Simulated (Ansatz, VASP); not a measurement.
## BP: VASP beside Ansatz

```
P B
1.0
     0.00000    2.26900    2.26900
     2.26900    0.00000    2.26900
     2.26900    2.26900    0.00000
P B
1 1
Direct
  0.75000 0.75000 0.75000
  0.00000 0.00000 0.00000
```

Alike in both runs: functional RPBE; k mesh 10 × 10 × 10; occupations fermi-dirac, width 0.05 eV; no spin polarisation.

```csv
,VASP,Ansatz
version,VASP 6.6.1,Ansatz 0.2.0
potentials or method,"VASP PAW PBE potentials, release 64 (P, B), cutoff 520 eV","all-electron LAPW, scalar-relativistic"
task,single point,band structure
```

Ansatz gave:

- gap on the k mesh at the Fermi level (eV): 1.27
- least direct gap on the mesh (eV): 3.41
- pressure (GPa): 3.9

Problem. What did VASP give for the same quantities?

Solution. gap on the k mesh at the Fermi level (eV): 1.25; least direct gap on the mesh (eV): 3.39; pressure (GPa): 3.5.

Ansatz ran all-electron here, so the differences hold the error of VASP's frozen core and of both bases.

Caveats: the PAW data sets were made with another functional, which shifts forces and pressure a little (VASP). A k mesh can miss the band edges.
